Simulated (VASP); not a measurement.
N2, 2 atoms in the cell. The cell holds a molecule in a box, 2 atoms: a = 10.000 Å, b = 10.500 Å, c = 11.000 Å, α = 90.00°, β = 90.00°, γ = 90.00°. 

* Program: VASP 6.6.1
* Task: relaxation of the atoms
* Functional: LDA
* Potentials or basis: VASP PAW LDA potentials, release 64 (N)
* Cutoff: 520 eV
* k mesh: 1 × 1 × 1
* Occupations: gaussian, width 0.02 eV
* Spin: no spin polarisation
* Further INCAR settings: ALGO = Normal; EDIFF = 1e-07; ISYM = 0; IBRION = 2; EDIFFG = -0.005; NSW = 90

Potentials or basis: VASP PAW LDA potentials, release 64 (N).

Run with:

```sh
$ cat potpaw_LDA.64/N/POTCAR > POTCAR
$ mpirun -np 1 vasp_std > vasp.out
```

Hardware: 1 thread of Intel(R) Xeon(R) 6975P-C (Granite Rapids) (shared host).

Task: How long does it take, and how much memory?

Result: It took 61 s on 1 thread of Intel(R) Xeon(R) 6975P-C (Granite Rapids) (shared host), peak memory 0.68 GiB. Counts: scf iterations 54, k points 1, ion steps 3.
